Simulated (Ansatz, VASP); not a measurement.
# Two plane-wave programs on AlCu

INCAR

```
SYSTEM = AlCu
PREC = Accurate ; ENCUT = 520
EDIFF = 1E-6 ; ISMEAR = 0
SIGMA = 0.15 ; LREAL = .FALSE.
LASPH = .TRUE. ; NELM = 100
ALGO = Fast ; ISIF = 2
LWAVE = .FALSE. ; LCHARG = .FALSE.
NBANDS = 14
```

The input KPOINTS:

```
Automatic mesh
0
G
  16 16 16
  0 0 0
```

Contents of POSCAR:

```
AlCu
1.0
    2.9975090000      0.0000000000      0.0000000000
    0.0000000000      2.9975090000      0.0000000000
    0.0000000000      0.0000000000      2.9975090000
Al Cu
1 1
Direct
    0.0000000000      0.0000000000      0.0000000000
    0.5000000000      0.5000000000      0.5417012926
```

Input for Ansatz:

```yaml
crystal:
  lattice:
    - [2.997509, 0.0, 0.0]
    - [0.0, 2.997509, 0.0]
    - [0.0, 0.0, 2.997509]
  atoms:
    - { symbol: Al, position: [0.0, 0.0, 0.0] }
    - { symbol: Cu, position: [0.5, 0.5, 0.5417012926] }
basis:
  ecutwfc: 420
kpoints:
  mp_grid: { grid: [16, 16, 16] }
hamiltonian:
  xc: lda
scf:
  occupations: { method: gaussian, width: 0.15 }
output:
  forces: true
  stress: true
  eigenvalues: true
```

Change from the starting cell: all Cu atoms moved +0.125 Å, as atom 2 along Cartesian [0 0 1].

Alike in both runs: task single point; functional LDA; k mesh 16 × 16 × 16; occupations gaussian, width 0.15 eV; no spin polarisation.

|  | VASP | Ansatz |
| --- | --- | --- |
| version | VASP 6.6.1 | Ansatz 0.2.0 |
| potentials or method | VASP PAW LDA potentials, release 64 (Al, Cu) | scalar-relativistic, plane waves, PAW |
| plane-wave cutoff (eV) | 520 | 420 |
| valence electrons in the cell | 14 | 22 |

|  | VASP | Ansatz | Ansatz less VASP |
| --- | --- | --- | --- |
| gap on the k mesh at the Fermi level (eV) | none | none | - |
| pressure (GPa) | -8.0 | -8.0 | -0.04 |
| largest component of the traceless stress (GPa) | 0.29 | 0.28 | -0.009 |
| rms of the force components (eV/Å) | 0.235 | 0.232 | -0.0035 |

Atom by atom the forces differ by 0.003 eV/Å (rms over components). A gap of «none» marks a metal or a gap that the smearing closes. The two sets of potentials don't hold the same shells in valence.
